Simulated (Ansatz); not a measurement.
# RbBr: what relativity and spin–orbit coupling change

```
CELL_PARAMETERS angstrom
0.00000 3.42750 3.42750
3.42750 0.00000 3.42750
3.42750 3.42750 0.00000
ATOMIC_POSITIONS crystal
Rb 0.00000 0.00000 0.00000
Br 0.50000 0.50000 0.50000
```

Atom numbers follow the list: Rb1, Br2.

The cell is COD entry 1010048, as deposited and not checked against the literature; nothing was relaxed. It is an old determination, and later ones may differ.

One fixed cell is solved with PBE by LAPW (all electrons) in Ansatz 0.2.0 under different relativistic treatments. Pressure is positive in compression.

The runs use a Γ-centred 7×7×7 k mesh, Fermi–Dirac smearing of 0.03 eV, basis error target 1 meV/atom, no spin polarisation.

| setting | P (GPa) | gap on the k mesh (eV) |
| --- | --- | --- |
| scalar-relativistic | 0.99 | 4.36 |
| non-relativistic | ? | ? |
| with spin–orbit coupling | 0.99 | 4.20 |
| scalar-relativistic, point nuclei | 0.99 | 4.36 |

Fill in "gap on the k mesh (eV)" for the row "non-relativistic".

4.65.

What belongs in the row "non-relativistic", column "P (GPa)"?

1.17.
